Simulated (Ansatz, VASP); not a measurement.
## Fe: VASP beside Ansatz

Contents of INCAR:

```
PREC = Accurate ; ENCUT = 520
EDIFF = 1E-6 ; ISMEAR = -1
SIGMA = 0.1 ; LREAL = F
LASPH = T ; NELM = 150
ALGO = Normal ; ISIF = 2
LWAVE = F ; LCHARG = F
ISPIN = 2 ; MAGMOM = 1.31 1.31
LORBIT = 11 ; LMAXMIX = 4
GGA = PE ; NBANDS = 19
```

KPOINTS

```
Automatic mesh
0
Gamma
  12 12 6
```

The input POSCAR:

```
Fe
1.0
    0.0000000000      1.7545000000      1.7545000000
    1.7545000000      0.0000000000      1.7545000000
    3.5090000000      3.5090000000      0.0000000000
Fe
2
Direct
    0.0000000000      0.0000000000      0.0000000000
    0.0000000000      0.0000000000      0.5000000000
```

Input for Ansatz:

```yaml
crystal:
  lattice:
    - [0.0, 1.7545, 1.7545]
    - [1.7545, 0.0, 1.7545]
    - [3.509, 3.509, 0.0]
  atoms:
    - { symbol: Fe, position: [0.0, 0.0, 0.0] }
    - { symbol: Fe, position: [0.0, 0.0, 0.5] }
hamiltonian:
  xc: pbe
  pseudopotentials: { kind: paw }
basis:
  ecutwfc: 420
kpoints:
  mp_grid: { grid: [12, 12, 6] }
scf:
  occupations: { method: fermi_dirac, width: 0.1 }
  lower_state_search: "off"
output:
  forces: true
  stress: true
magnetization:
  spin_polarized: true
```

Alike in both runs: task single point; functional PBE; k mesh 12 × 12 × 6; occupations fermi-dirac, width 0.1 eV; collinear spin.

|  | VASP | Ansatz |
| --- | --- | --- |
| version | VASP 6.6.1 | Ansatz 0.2.0 |
| potentials or method | VASP PAW PBE potentials, release 64 (Fe) | PAW, plane waves, scalar-relativistic |
| plane-wave cutoff (eV) | 520 | 420 |
| valence electrons in the cell | 16 | 32 |

|  | VASP | Ansatz | Ansatz less VASP |
| --- | --- | --- | --- |
| pressure (GPa) | -3.1 | -3.4 | -0.24 |
| net moment per atom (μB) | 1.23 | 1.17 | -0.053 |
| size of the moment on the site where the two differ most (μB) | 1.21 | 1.19 | -0.026 |

Site moments also hang on the region over which each program counts them. The functional is the same, so the differences come from potentials, cutoffs and numerics. The two sets of potentials don't hold the same shells in valence. Ansatz warned: «no_starting_moments».
